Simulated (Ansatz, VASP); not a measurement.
## Mg: VASP beside Ansatz

File INCAR:

```
ALGO = Fast
EDIFF = 1E-6
ENCUT = 520
GGA = PS
ISIF = 2
ISMEAR = 0
LASPH = T
LCHARG = F
LREAL = F
LWAVE = F
NBANDS = 7
NELM = 100
PREC = Accurate
SIGMA = 0.15
```

Contents of KPOINTS:

```
k-points
0
Gamma
  18 18 18
```

File POSCAR:

```
Mg
1.0
    0.0000000000      2.2442560000      2.2442560000
    2.2442560000      0.0000000000      2.2442560000
    2.2442560000      2.2442560000      0.0000000000
Mg
1
Direct
    0.0000000000      0.0000000000      0.0000000000
```

Input for Ansatz:

```yaml
crystal:
  lattice:
    - [0.0, 2.244256, 2.244256]
    - [2.244256, 0.0, 2.244256]
    - [2.244256, 2.244256, 0.0]
  atoms:
    - { symbol: Mg, position: [0.0, 0.0, 0.0] }
basis:
  ecutwfc: 420
kpoints:
  mp_grid: { grid: [18, 18, 18] }
hamiltonian:
  xc: pbesol
scf:
  occupations: { method: gaussian, width: 0.15 }
output:
  forces: true
  stress: true
  eigenvalues: true
```

This isn't the form of Mg at room conditions, which is hcp.

Alike in both runs: task single point; functional PBEsol; k mesh 18 × 18 × 18; occupations gaussian, width 0.15 eV; no spin polarisation.

```csv
,VASP,Ansatz
version,VASP 6.6.1,Ansatz 0.2.0
potentials or method,"VASP PAW PBE potentials, release 64 (Mg)","scalar-relativistic, plane waves, PAW"
plane-wave cutoff (eV),520,420
valence electrons in the cell,2,10
```

```csv
,VASP,Ansatz,Ansatz less VASP
gap on the k mesh at the Fermi level (eV),none,none,-
pressure (GPa),0.1,0.1,+0.04
```

A gap of «none» marks a metal or a gap that the smearing closes. The functional is the same, so the differences come from potentials, cutoffs and numerics. The two sets of potentials don't hold the same shells in valence.

Caveats: the PAW data sets were made with another functional, which shifts forces and pressure a little (VASP).
